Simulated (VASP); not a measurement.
# A VASP 6.6.1 single-point calculation on Ge

INCAR

```
ISIF = 2
GGA = PE
NELM = 66
PREC = Accurate
IBRION = -1
ENCUT = 520
NELECT = 27.9
LASPH = .TRUE.
LCHARG = .FALSE.
SIGMA = 0.02
EDIFF = 1E-7
LREAL = .FALSE.
NSW = 0
NBANDS = 21
LWAVE = .FALSE.
ISMEAR = -1
```

KPOINTS

```
KPOINTS created by Atomic Simulation Environment
0
Gamma
8 8 8
0 0 0
```

POSCAR

```
Ge
 1.0000000000000000
     0.0000000000000000    2.8368735120999999    2.8085047770000000
     2.8368735120999999    0.0000000000000000    2.8085047770000000
     2.8368735120999999    2.8368735120999999    0.0000000000000000
 Ge
   2
Cartesian
  0.0000000000000000  0.0000000000000000  0.0000000000000000
  1.4184367560500000  1.4184367560500000  1.4042523885000000
```

The recommended PBE PAW datasets give the neutral cell 28 valence electrons.

Command

```
mpirun -np 1 vasp_std
```

OSZICAR

```
N       E                     dE             d eps       ncg     rms          rms(c)
DAV:   1     0.188629444282E+03    0.18863E+03   -0.13994E+04  2719   0.346E+03
DAV:   2     0.180848623748E+02   -0.17054E+03   -0.16545E+03  2488   0.626E+02
DAV:   3    -0.861602211649E+01   -0.26701E+02   -0.26542E+02  2858   0.143E+02
DAV:   4    -0.950589449315E+01   -0.88987E+00   -0.88940E+00  2793   0.306E+01
DAV:   5    -0.952057645640E+01   -0.14682E-01   -0.14681E-01  2853   0.430E+00    0.311E+00
DAV:   6    -0.949092706082E+01    0.29649E-01   -0.15590E-02  3337   0.176E+00    0.184E+00
DAV:   7    -0.946537064725E+01    0.25556E-01   -0.39754E-02  3123   0.188E+00    0.151E-01
DAV:   8    -0.946643394287E+01   -0.10633E-02   -0.39669E-03  2798   0.749E-01    0.624E-02
DAV:   9    -0.946691162679E+01   -0.47768E-03   -0.49103E-04  2688   0.101E-01    0.117E-02
DAV:  10    -0.946691992664E+01   -0.82999E-05   -0.11115E-05  2928   0.380E-02    0.564E-03
DAV:  11    -0.946692399821E+01   -0.40716E-05   -0.57875E-06  2643   0.193E-02    0.117E-03
DAV:  12    -0.946692411943E+01   -0.12122E-06   -0.28984E-07  2811   0.974E-03    0.177E-04
DAV:  13    -0.946692413190E+01   -0.12465E-07   -0.88774E-09  1719   0.111E-03
   1 F= -.94669241E+01 E0= -.94665592E+01  d E =-.729809E-03
```

Standard output (part)

```
POSCAR found type information on POSCAR Ge
 POSCAR found :  1 types and       2 ions
 LDA part: xc-table for (Slater+PW92), standard interpolation
 POSCAR, INCAR and KPOINTS ok, starting setup
 WAVECAR not read
 entering main loop
 the old and the new charge density differ
    0.311E+00
```

From OUTCAR

```
k-points           NKPTS =     59   k-points in BZ     NKDIM =     59   number of bands    NBANDS=     21

   NELECT =      27.9000    total number of electrons

   dimension x,y,z NGX =    30 NGY =   30 NGZ =   30
   dimension x,y,z NGXF=    60 NGYF=   60 NGZF=   60

  energy-cutoff  :      520.00
  volume of cell :       45.20
      direct lattice vectors                 reciprocal lattice vectors
     0.000000000  2.836873512  2.808504777    -0.176250368  0.176250368  0.178030675
     2.836873512  0.000000000  2.808504777     0.176250368 -0.176250368  0.178030675
     2.836873512  2.836873512  0.000000000     0.176250368  0.176250368 -0.178030675

 k-points in reciprocal lattice and weights: KPOINTS created by Atomic Simulation Env
   0.00000000  0.00000000  0.00000000       0.002
   0.12500000 -0.00000000  0.00000000       0.016
   0.25000000 -0.00000000  0.00000000       0.016
   0.37500000  0.00000000  0.00000000       0.016
   0.50000000 -0.00000000  0.00000000       0.008
   0.12500000  0.12500000  0.00000000       0.004
   0.25000000  0.12500000  0.00000000       0.016
   0.37500000  0.12500000  0.00000000       0.016
   ...

 E-fermi :   4.5967

 k-point     1 :       0.0000    0.0000    0.0000
  band No.  band energies     occupation
      1     -19.8700      2.00000
      2     -19.8684      2.00000
      3     -19.8684      2.00000
      4     -19.8321      2.00000
      5     -19.8318      2.00000
      6     -19.6232      2.00000
      7     -19.6232      2.00000
      8     -19.6181      2.00000
      9     -19.6098      2.00000
     10     -19.6057      2.00000
     11      -7.7786      2.00000
     12       4.9684      0.00000
     13       4.9684      0.00000
     14       5.0340      0.00000
     15       5.0458      0.00000
     16       7.5440      0.00000
     17       7.5934      0.00000
     18       7.5934      0.00000
     19      11.5085      0.00000
     20      14.4190      0.00000
     21      14.6163      0.00000

 k-point     2 :       0.1250   -0.0000    0.0000
  band No.  band energies     occupation
      1     -19.8776      2.00000
      2     -19.8763      2.00000
      3     -19.8664      2.00000
      4     -19.8208      2.00000
      5     -19.8204      2.00000
      6     -19.6338      2.00000
      7     -19.6334      2.00000
      8     -19.6240      2.00000
      9     -19.5979      2.00000
     10     -19.5974      2.00000
     11      -7.5884      2.00000
     12       2.6431      2.00000
     13       4.6330      0.28058
     14       4.6903      0.01842
     15       6.0530      0.00000
     16       8.0079      0.00000
     17       8.0361      0.00000
     18       8.5113      0.00000
     19      12.4280      0.00000
     20      13.5634      0.00000
     21      13.6983      0.00000

 ...

  Total        0.0373378      0.0373378      0.1681011      0.0000000      0.0000000      0.0000000
  in kB        1.3233471      1.3233471      5.9579383      0.0000000      0.0000000      0.0000000
  external PRESSURE =       2.8682108 kB  Pullay stress =       0.0000000 kB

 POSITION                                       TOTAL-FORCE (eV/Angst)
 -----------------------------------------------------------------------------------
      0.00000      0.00000      0.00000         0.000000      0.000000      0.000000
      1.41844      1.41844      1.40425        -0.000000     -0.000000     -0.000000
 -----------------------------------------------------------------------------------
    total drift:                                0.000000      0.000000      0.000000

  FREE ENERGIE OF THE ION-ELECTRON SYSTEM (eV)
  ---------------------------------------------------
  free  energy   TOTEN  =        -9.4669241319 eV

  energy  without entropy=       -9.4661943227  energy(sigma->0) =       -9.46655923
```

It converged. Results: pressure 0.3 GPa.

The cell is charged and sits in a uniform background.

For comparison, a separate PBE run of the intended cell, on usual settings and not on those above, gives a gap of 0.00 eV on its mesh and a pressure of 3.6 GPa.

The run above took about 38 s on one core of a shared host (Intel Xeon Platinum 8488C) and held 0.19 GiB at most.
